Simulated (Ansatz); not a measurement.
Crystal: Ti.

```
Ti
1.0
     2.95000    0.00000    0.00000
    -1.47500    2.55477    0.00000
     0.00000    0.00000    4.68000
Ti
2
Direct
  0.66667 0.33333 0.75000
  0.33333 0.66667 0.25000
```

```yaml
Program: Ansatz 0.2.0
Task: relaxation of cell and atoms
Functional: revPBE
Dispersion: D4
Potentials_or_basis: Ansatz PAW
Cutoff: "420 eV (not typed: the program's choice for these potentials)"
k_mesh: 10 × 10 × 6
Occupations: fermi-dirac, width 0.05 eV
Spin: no spin polarisation
```

At the start: volume 17.64 Å³/atom.

**Question.** How do energy, volume and symmetry change on relaxing?

**Answer.** It ends after 4 steps and the volume is 17.31 Å³/atom (-1.8 %); space group P6_3/mmc (No. 194, to 0.05 Å).

Step by step:
```csv
step,energy change (eV),largest force (eV/Å),volume (Å³)
1,0.0000,0.0000,35.27
2,-0.0041,0.0000,34.69
3,-0.0042,0.0000,34.62
4,-0.0041,0.0000,34.62
```

Final structure:
```cif
data_structure
_symmetry_space_group_name_H-M 'P 1'
_symmetry_Int_Tables_number 1
_cell_length_a 2.9345
_cell_length_b 2.9345
_cell_length_c 4.6428
_cell_angle_alpha 90.000
_cell_angle_beta 90.000
_cell_angle_gamma 120.000
_cell_volume 34.62
loop_
_atom_site_label
_atom_site_type_symbol
_atom_site_fract_x
_atom_site_fract_y
_atom_site_fract_z
_atom_site_occupancy
Ti1 Ti 0.66667 0.33333 0.75000 1
Ti2 Ti 0.33333 0.66667 0.25000 1
```

Caveat: the plane-wave basis is chosen anew once the cell has moved, so the energies of steps on either side of that aren't comparable; the PAW data sets come from PBE, with cores solved anew for the run's functional, which leaves a small shift of forces and pressure.
